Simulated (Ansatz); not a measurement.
Runs of Ansatz 0.2.0 on Pt. The structure is cubic, space group Fm-3m (No. 225). The conventional cell has a = 3.922 Å, b = 3.922 Å, c = 3.922 Å, α = 90.00°, β = 90.00°, γ = 90.00°. Pt (site symmetry m-3m) is surrounded by 12 Pt at 2.77 Å. 

| task | level | cell | smearing | pressure (GPa) | relaxed volume (Å³/atom) |
| --- | --- | --- | --- | --- | --- |
| relaxation of cell and atoms | BLYP+D3(BJ) | relaxed | fermi-dirac 0.05 eV | 0.0 | 15.37 |
| single point | PBE | as given | gaussian 0.025 eV | (b) | - |
| relaxation of cell and atoms | PBEsol+D3(BJ) | relaxed | fermi-dirac 0.05 eV | 0.0 | (a) |
| relaxation of cell and atoms | RPBE+D3(BJ) | relaxed | fermi-dirac 0.05 eV | 0.0 | 13.53 |
| relaxation of cell and atoms | revPBE+D3(BJ) | relaxed | fermi-dirac 0.05 eV | 0.0 | 14.91 |

Alike in all rows: potentials or basis Ansatz PAW; no spin polarisation; k mesh 12 × 12 × 12; cutoff (eV) 420.

Fill in the values left out.

(a) 14.63; (b) 10.2.

Caveats: the plane-wave basis is chosen anew once the cell has moved, so the energies of steps on either side of that aren't comparable (some runs); the PAW data sets come from PBE, with cores solved anew for the run's functional, which leaves a small shift of forces and pressure (some runs); the volume moved by -10 % from the deposited cell, more than functionals usually miss (some runs).
